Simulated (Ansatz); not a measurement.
## How much do the gradients of SiC depend on the method?

Cell: a Materials Project structure (computed, not necessarily an observed phase), taken as it stands.

Space group P6_3mc (No. 186); a = 3.0766, c = 15.0981 Å, γ = 120.00°.

```
site  Wyckoff  site symmetry       x       y       z
 Si1       2b            3m.  0.3333  0.6667  0.8330
 Si3       2b            3m.  0.6667  0.3333  0.6665
 Si5       2a            3m.  0.0000  0.0000  0.4997
  C7       2a            3m.  0.0000  0.0000  0.8744
  C9       2b            3m.  0.3333  0.6667  0.7080
 C11       2b            3m.  0.6667  0.3333  0.5415
```

One atom of each set is listed.

First run. Method: Kohn–Sham DFT in Ansatz, PBE, plane waves and PAW, scalar-relativistic, 420 eV cutoff, Γ-centred 10×10×2 k-points, Fermi–Dirac smearing 0.02 eV.

```tsv
site	V_zz (10²¹ V/m²)	η
Si1	0.25	0.00
Si3	0.20	0.00
Si5	-0.064	0.00
C7	0.20	0.00
C11	0.052	0.00
```

Second run. The same atoms and settings, except that the functional is r2SCAN and the cutoff is 500 eV.

Task: Given the first result, estimate the second.

Result: 

| site | V_zz | η | change of V_zz |
| --- | --- | --- | --- |
| Si1 | 0.27 | 0.00 | +0.02 |
| Si3 | 0.20 | 0.00 | 0.00 |
| Si5 | -0.057 | 0.00 | +0.01 |
| C7 | 0.20 | 0.00 | 0.00 |
| C11 | 0.044 | 0.00 | -0.01 |

No V_zz moves by more than 0.02. Sites with |V_zz| of 0.02 or less aren't listed.
